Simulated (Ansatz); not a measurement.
## Dielectric response of CaSe (001) films: cost of one run

Ansatz 0.2.0; plane-wave DFT, PBE, Ansatz PAW. The cell holds 10 atoms.

input.yaml reads:

```yaml
crystal:
  lattice:
    - [4.18607214, 0.0, 0.0]
    - [0.0, 4.18607214, 0.0]
    - [0.0, 0.0, 29.84]
  atoms:
    - { symbol: Ca, position: [0.5, 0.5, 0.3031276606] }
    - { symbol: Se, position: [0.0, 0.0, 0.298189538] }
    - { symbol: Ca, position: [0.0, 0.0, 0.3991032228] }
    - { symbol: Se, position: [0.5, 0.5, 0.4004815469] }
    - { symbol: Ca, position: [0.5, 0.5, 0.5000000003] }
    - { symbol: Se, position: [0.0, 0.0, 0.4999999988] }
    - { symbol: Ca, position: [0.0, 0.0, 0.6008967792] }
    - { symbol: Se, position: [0.5, 0.5, 0.5995184519] }
    - { symbol: Ca, position: [0.5, 0.5, 0.6968723406] }
    - { symbol: Se, position: [0.0, 0.0, 0.7018104609] }
kpoints:
  mp_grid: { grid: [6, 6, 1] }
hamiltonian:
  xc: pbe
scf:
  occupations: { method: fixed }
  convergence: { dr2_threshold: 1.0e-10 }
efield:
  axis: 3
  dipole_correction: true
  ramp_position: 0.9532
  ramp_width: 0.0937
  amplitude: -0.05
relax:
  f_tol: 0.0006
  max_steps: 70
output:
  write_potential: true
  write_density: true
  volumetric_format: npy
```

Launch:

```
$ ansatz run input.yaml --threads 4 --pin off --max-ram 8192MiB --backend cpu --events-out ev --progress --plain --runs-dir out
```

The cutoff in use is 420 eV. For reference, a run of the same kind (16 atoms, 10 k-points, 125 bands and 13,137 plane waves; 46 SCF cycles) took 2.5 min and 2 GiB on the same hardware.

What time and memory should one allow on 4 threads of Arm Neoverse V1, shared host?

A cutoff of 420 eV is a sphere of radius 10.5 Å⁻¹, so a cell of 523 Å³ holds about V·G³/6π² = 10,219 plane waves. At two electrons a band, the 130 electrons need 65 bands, and 13 more are carried. Symmetry cuts the 6×6×1 mesh from 36 to 10 points. The run has 10 k-points, 78 bands and 10,107 plane waves. Taking the work of a cycle as k-points × spins × bands × plane waves, that is 0.48 times the reference, or 72 s at the reference's 46 cycles. The run needed 36 SCF cycles over 4 ionic steps, which makes it about 56 s. One copy of the wavefunctions takes 0.12 GiB at 16 bytes a coefficient, against 0.24 GiB in the reference; grids, projectors and work arrays come on top. Measured: about 46 s, with a peak of 1.2 GiB. The estimate holds within 25 %.

[Logs are printed without paths, hosts, clocks, repeated set-up lines and the standing remarks that a program may print on its own settings, such as how far it seeks lower states.]

[Hosts, paths, dates, database ids (printed as entryN), source tags and the programs' standing remarks are cut or masked in the printed files.]

[Maps of the electrostatic potential energy from Ansatz leave out the sawtooth potential of an applied field or a dipole correction, so their vacuum need not be flat; planar profiles and work functions include it.]
